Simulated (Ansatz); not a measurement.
**Sb in Ansatz: the effect of functional**

The system is Sb.

```
Sb
1.0
    -1.60746    1.60746    2.76513
     1.60746   -1.60746    2.76513
     1.60746    1.60746   -2.76513
Sb
1
Direct
  0.00000 0.00000 0.00000
```

This isn't the form of Sb at room conditions, which is rhombohedral.

The cell isn't the ideal one: volume scaled by 1.06.

Alike in all runs:

```yaml
Program: Ansatz 0.2.0
Task: single point
Potentials_or_basis: Ansatz PAW
k_mesh: 12 × 12 × 12
Occupations: fermi-dirac, width 0.05 eV
Spin: no spin polarisation
```

Question: One run gave: pressure -5.4 GPa. Which functional did it use?
A. LDA
B. PBEsol
C. r2SCAN

Answer: A.

```tsv
functional	cutoff	pressure (GPa)
LDA	420 eV (not typed: the program's choice for these potentials)	-5.4
PBEsol	420 eV (not typed: the program's choice for these potentials)	-4.4
r2SCAN	500 eV (not typed: the program's choice for these potentials)	-2.2
```

Caveats: the PAW data sets come from PBE, with cores solved anew for the run's functional, which leaves a small shift of forces and pressure.
